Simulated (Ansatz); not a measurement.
Runs of Ansatz 0.2.0 on PbSe (Clausthalite). The structure is cubic, space group Fm-3m (No. 225). The conventional cell has a = 6.121 Å, b = 6.121 Å, c = 6.121 Å, α = 90.00°, β = 90.00°, γ = 90.00°. Pb (site symmetry m-3m) is surrounded by 6 Se at 3.06 Å. Se (site symmetry m-3m) has 6 Pb at 3.06 Å as nearest neighbours. 

| task | level | potentials or basis | cell | cutoff (eV) | smearing | basis error allowed | gap on the mesh (eV) | pressure (GPa) |
| --- | --- | --- | --- | --- | --- | --- | --- | --- |
| single point | PBE | all-electron LAPW, scalar-relativistic | as given | 188 | gaussian 0.011 eV | 0.001 eV/atom | 0.28 | 2.4 |
| electron localisation function | PBEsol+D4 | all-electron PAW datasets made for the crystal | atoms moved at random, drawn with an rms of 0.1 Å | 240 | gaussian 0.05 eV | - | 0.28 | (a) |
| single point | PBE | all-electron LAPW, scalar-relativistic | as given | 188 | gaussian 0.018 eV | 0.001 eV/atom | 0.28 | 2.4 |
| band structure | BLYP | all-electron LAPW, scalar-relativistic | as given | 188 | fermi-dirac 0.05 eV | 0.001 eV/atom | 0.41 | 5.9 |
| single point | PBE | all-electron LAPW, scalar-relativistic | as given | 188 | gaussian 0.017 eV | 0.001 eV/atom | 0.28 | 2.4 |

Alike in all rows: no spin polarisation; k mesh 8 × 8 × 8.

Problem. Fill in the values left out.

Solution. (a) -1.5.

Caveats: spin-orbit coupling is left out, which as a rule narrows the gap of such compounds by several tenths of an eV.

A k mesh can miss the band edges, and the runs leave out spin-orbit coupling on Pb, Se.

The runs don't all hold the same shells in valence.
